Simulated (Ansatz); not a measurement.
The computed numbers are results of PBE with spin–orbit coupling (two-component spinors) in the plane-wave PAW code Ansatz at 420 eV, 6×6×8 k-mesh, Gaussian smearing of 0.05 eV. The datasets are Ansatz's generated set soft_2.

The calculation on XF2, where X is one element, gave:

```
Space group                    : P4_2/mnm (No. 136)
Conventional cell              : a = 4.950 Å, b = 4.950 Å, c = 3.339 Å, α = 90.00°, β = 90.00°, γ = 90.00°
Volume                         : 13.63 Å³/atom
Band gap                       : 1.18 eV
Smallest direct gap            : 1.18 eV
Magnetic state                 : ferromagnetic (the only order tried)
Site spin moments              : X 4.32; F 0.41 μB
Spin moment of the cell        : 10.00 μB
Bulk modulus (Birch–Murnaghan) : 82 GPa
```

Spin axis [001].

Sites: X on 2a, F on 4f.

**Question.** Which element is X?
A. Mn
B. V
C. Co
D. Fe

**Answer.** A. X is Mn, so the compound is MnF2.

The chain of runs began from a cell as deposited in COD, expanded in volume.

Semilocal functionals underestimate band gaps, commonly by a third or more. Site moments are of spin, integrated over Gaussian weights of 0.5 Å, which gives about a tenth less on f atoms than spheres do. No antiparallel order was tried. The relaxed cell is 4 % larger in volume than the cell of this structure in the Crystallography Open Database (13.11 Å³/atom, 1971).
